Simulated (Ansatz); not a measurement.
# TaSi2: the cost of one run

Program: Ansatz 0.2.0. Level of theory: DFT PBEsol, scalar-relativistic, plane waves, PAW. These are calculated values, not measurements.

The COD entry's cell or inner coordinates are ideal or old and differ from later refinements, so a difference from it is no clean test against experiment.

2 further runs of the same task are left out: 2 set aside as unsound or not needed. Runs told in other sessions of the task aren't counted.

**1. Starting point**

The structure is hexagonal, space group P6_222 (No. 180). The conventional cell has a = 4.761 Å, b = 4.761 Å, c = 6.556 Å, α = 90.00°, β = 90.00°, γ = 120.00°. Ta (site symmetry 222) is surrounded by 10 Si at 2.60 to 2.81 Å. Si (site symmetry 2) is surrounded by 5 Si at 2.55 to 2.81 Å and 5 Ta at 2.60 to 2.81 Å.

Structure file:

```cif
data_structure
_symmetry_space_group_name_H-M 'P 1'
_symmetry_Int_Tables_number 1
_cell_length_a 4.7609
_cell_length_b 4.7609
_cell_length_c 6.5558
_cell_angle_alpha 90.000
_cell_angle_beta 90.000
_cell_angle_gamma 120.000
_cell_volume 128.68
loop_
_atom_site_label
_atom_site_type_symbol
_atom_site_fract_x
_atom_site_fract_y
_atom_site_fract_z
_atom_site_occupancy
Ta1 Ta 0.50000 0.00000 0.50000 1
Ta2 Ta 0.50000 0.50000 0.83333 1
Ta3 Ta 0.00000 0.50000 0.16667 1
Si1 Si 0.15927 0.31854 0.50000 1
Si2 Si 0.84073 0.15927 0.83333 1
Si3 Si 0.68146 0.84073 0.16667 1
Si4 Si 0.84073 0.68146 0.50000 1
Si5 Si 0.15927 0.84073 0.83333 1
Si6 Si 0.31854 0.15927 0.16667 1
```

It is the result of an earlier relaxation at this level (volume 14.30 Å³/atom; gap on the mesh: none (metal)).

**2. Zero of energy**

The reference gives a free energy of -33153.7152 eV, pressure 0.03 GPa, largest force 0.008 eV/Å and gap on the mesh none (metal). It was computed beforehand with the settings of the runs below.

**3. Next: freezing in a mode**

Mode 16 of the phonon run on this cell, counted from the lowest, is frozen in: each atom moves by x times its row below, so x is the largest displacement.

```
atom      ux      uy      uz
 Ta1   0.000   0.000   0.000
 Ta2   0.000   0.000  -0.116
 Ta3   0.000   0.000   0.116
 Si4   0.000   1.000   0.000
 Si5   0.456  -0.210  -0.217
 Si6   0.456   0.210   0.217
 Si7   0.000  -1.000   0.000
 Si8  -0.456   0.210  -0.217
 Si9  -0.456  -0.210   0.217
```

**4. Point x = -0.200 Å**

File input.yaml:

```yaml
crystal:
  lattice:
    - [4.7608595319, 0.0, 0.0]
    - [-2.3804297659, 4.1230252985, 0.0]
    - [0.0, 0.0, 6.5557841497]
  atoms:
    - { symbol: Ta, position: [0.5, 0.0, 0.5] }
    - { symbol: Ta, position: [0.5, 0.5, 0.8368642694] }
    - { symbol: Ta, position: [0.0, 0.5, 0.1631357306] }
    - { symbol: Si, position: [0.135013508, 0.2700270159, 0.5] }
    - { symbol: Si, position: [0.8266544809, 0.1694436019, 0.8399556797] }
    - { symbol: Si, position: [0.657210879, 0.8305563981, 0.1600443203] }
    - { symbol: Si, position: [0.864986492, 0.7299729841, 0.5] }
    - { symbol: Si, position: [0.1733455191, 0.8305563981, 0.8399556797] }
    - { symbol: Si, position: [0.342789121, 0.1694436019, 0.1600443203] }
basis:
  ecutwfc: 420
kpoints:
  mp_grid: { grid: [12, 12, 6] }
hamiltonian:
  xc: pbesol
scf:
  occupations: { method: gaussian, width: 0.15 }
output:
  forces: true
  stress: true
  eigenvalues: true
```

The run is started by

```bash
ansatz run input.yaml --threads 2 --pin off --max-ram 5120MiB --backend cpu --events-out ev --progress --plain --runs-dir out
```

Q: Estimate wall time and peak memory on 2 threads of Intel Xeon 6975P-C (Granite Rapids), shared host.

About 18 s, with a peak of 0.89 GiB.
